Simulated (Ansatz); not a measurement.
# Se (Selenium): the cost of one run

Computed with Ansatz 0.2.0 (DFT PBE+D3(BJ), scalar-relativistic, plane waves, PAW, unless a step's input says otherwise).

2 further runs of the same task are left out: 2 set aside as unsound or not needed.

## (1) The structure to begin with

Symmetry: P3_121, No. 152, trigonal system. The conventional cell has a = 4.068 Å, b = 4.068 Å, c = 5.128 Å, α = 90.00°, β = 90.00°, γ = 120.00°. Se (site symmetry 2) has 2 Se at 2.44 Å as nearest neighbours.

Structure file:

```cif
data_structure
_symmetry_space_group_name_H-M 'P 1'
_symmetry_Int_Tables_number 1
_cell_length_a 4.0681
_cell_length_b 4.0681
_cell_length_c 5.1277
_cell_angle_alpha 90.000
_cell_angle_beta 90.000
_cell_angle_gamma 120.000
_cell_volume 73.49
loop_
_atom_site_label
_atom_site_type_symbol
_atom_site_fract_x
_atom_site_fract_y
_atom_site_fract_z
_atom_site_occupancy
Se1 Se 0.24735 0.00000 0.33333 1
Se2 Se 0.00000 0.24735 0.66667 1
Se3 Se 0.75265 0.75265 0.00000 1
```

It is the result of an earlier relaxation at this level (volume 24.50 Å³/atom; gap on the mesh: 0.52 eV).

## (2) The bulk's band edges

The input, input.yaml:

```yaml
crystal:
  lattice:
    - [4.0681465738, 0.0, 0.0]
    - [-2.0340732869, 3.5231182792, 0.0]
    - [0.0, 0.0, 5.1277306259]
  atoms:
    - { symbol: Se, position: [0.2473450696, 0.0, 0.3333333333] }
    - { symbol: Se, position: [0.0, 0.2473450696, 0.6666666667] }
    - { symbol: Se, position: [0.7526549304, 0.7526549304, 0.0] }
basis:
  ecutwfc: 420
kpoints:
  mp_grid: { grid: [12, 12, 8] }
  band_path: { path: [VBM, CBM], npoints: 2 }
hamiltonian:
  xc: pbe
  dispersion: d3bj
scf:
  occupations: { method: gaussian, width: 0.02 }
output:
  forces: true
  stress: true
  eigenvalues: true
```

The run is started by

```console
$ ansatz run input.yaml --threads 1 --pin off --max-ram 2560MiB --backend cpu --events-out ev --progress --plain --runs-dir out
```

**Question.** How long does this run take on 1 thread of Intel Xeon at 2.70GHz, shared host, and how much memory does it need?

About 43 s, with a peak of 0.47 GiB.
